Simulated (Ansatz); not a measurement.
The system is VH2.

```
CELL_PARAMETERS angstrom
0.00000 2.13550 2.13550
2.13550 0.00000 2.13550
2.13550 2.13550 0.00000
ATOMIC_POSITIONS crystal
V 0.00000 0.00000 0.00000
H 0.75000 0.75000 0.75000
H 0.25000 0.25000 0.25000
```

Base run:

* Program: Ansatz 0.2.0
* Functional: r2SCAN
* Potentials or basis: Ansatz PAW
* Cutoff: 500 eV (not typed: the program's choice for these potentials)
* k mesh: 11 × 11 × 11
* Occupations: fermi-dirac, width 0.05 eV
* Spin: collinear spin, ferromagnetic start
* Starting moments: [2.0, 0.0, 0.0] μB
* Hubbard terms: V d U = 1 eV

Its results: band gap on the k mesh none (metal or under the smearing width); pressure 5.6 GPa; net moment 1.65 μB per cell; site moments V +1.23; H -0.00 μB.

Question: After a change of settings the same cell gave: band gap on the k mesh none (metal or under the smearing width); pressure 12.9 GPa; net moment 1.86 μB per cell; site moments V +1.40; H -0.01 μB. Which change was it?
A. hubbard terms from V d U = 1 eV to V d U = 2 eV
B. hubbard terms from V d U = 1 eV to V d U = 3 eV
C. hubbard terms from V d U = 1 eV to none; hubbard projectors from ortho-atomic (the default) to none

Answer: B.

Caveats: the magnetic or orbital state may not be the lowest; the PAW data sets come from PBE, with cores solved anew for the run's functional, which leaves a small shift of forces and pressure; the U is typed as a test and isn't derived for this compound.
